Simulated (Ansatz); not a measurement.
# Rh12C: the cost of one run

Method: DFT PBE, scalar-relativistic, plane waves, PAW, in Ansatz 0.2.0.

4 further runs of the same task are left out: 1 that didn't finish, 3 set aside as unsound or not needed.

## 1. The structure to begin with

Symmetry: Fm-3m, No. 225, cubic system. The conventional cell has a = 3.830 Å, b = 3.830 Å, c = 3.830 Å, α = 90.00°, β = 90.00°, γ = 90.00°. Rh (site symmetry m-3m) is surrounded by 12 Rh at 2.71 Å.

Coordinates:

```
CELL_PARAMETERS angstrom
0.00000 1.91505 1.91505
1.91505 0.00000 1.91505
1.91505 1.91505 0.00000
ATOMIC_POSITIONS crystal
Rh 0.00000 0.00000 0.00000
```

It is the result of an earlier relaxation at this level (volume 14.05 Å³/atom; gap on the mesh: none (metal)).

## 5. Setting up the map

Atoms count from 1 in the order of the input.

C is moved over the surface cell; relaxed at each place: the height of the adsorbate's atoms; substrate rigid; the origin of the map has the adsorbate above Rh9.

- position of C13 along the first surface vector, from above Rh9: 6 values from 0.000 to 0.833, periodic
- position of C13 along the second surface vector, from above Rh9: 6 values from 0.000 to 0.833, periodic

Relaxed at each point: the height of the adsorbate's atoms; substrate rigid. Points are written as (first, second).

The two vectors of the plane (Å): (2.708, 0.000, 0.000); (-1.354, 2.345, 0.000).

(The set-up runs are not shown.)

## 6. Point (0/6, 0/6) of the map's two axes

input.yaml reads:

```yaml
crystal:
  lattice:
    - [5.4165863251, 0.0, 0.0]
    - [-2.7082931626, 4.6909013593, 0.0]
    - [0.0, 0.0, 19.796611923]
  atoms:
    - { symbol: Rh, position: [0.3333333333, 0.1666666667, 0.2020547766] }
    - { symbol: Rh, position: [0.3333333333, 0.6666666667, 0.2020547766] }
    - { symbol: Rh, position: [0.8333333333, 0.1666666667, 0.2020547766] }
    - { symbol: Rh, position: [0.8333333333, 0.6666666667, 0.2020547766] }
    - { symbol: Rh, position: [0.1666666667, 0.3333333333, 0.3106031937] }
    - { symbol: Rh, position: [0.1666666667, 0.8333333333, 0.3106031937] }
    - { symbol: Rh, position: [0.6666666667, 0.3333333333, 0.3106031937] }
    - { symbol: Rh, position: [0.6666666667, 0.8333333333, 0.3106031937] }
    - { symbol: Rh, position: [0.0, 0.0, 0.4190925172] }
    - { symbol: Rh, position: [0.0, 0.5, 0.4190925172] }
    - { symbol: Rh, position: [0.5, 0.0, 0.4190925172] }
    - { symbol: Rh, position: [0.5, 0.5, 0.4190925172] }
    - { symbol: C, position: [0.0, 0.0, 0.5292123705] }
basis:
  ecutwfc: 420
kpoints:
  mp_grid: { grid: [6, 6, 1] }
hamiltonian:
  xc: pbe
  pseudopotentials: { kind: paw, azcp: { folder: soft_1 } }
scf:
  occupations: { method: gaussian, width: 0.1 }
output:
  forces: true
  eigenvalues: true
  write_density: true
  write_potential: true
  elf: true
  volumetric_format: npy
relax:
  adjacent_minimum: "off"
  f_tol: 0.025
  max_steps: 16
  constraints:
    - { sites: [0, 1, 2, 3, 4, 5, 6, 7, 8, 9, 10, 11] }
    - { sites: [12], fix: xy }
efield:
  axis: 3
  dipole_correction: true
  ramp_width: 0.04
```

Command:

```bash
ansatz run input.yaml --threads 4 --pin off --max-ram 12288MiB --backend cpu --events-out ev --progress --plain --runs-dir out
```

Q: Estimate wall time and peak memory on 4 threads of Arm Neoverse N1, shared host.

About 2.9 min, with a peak of 1.5 GiB.
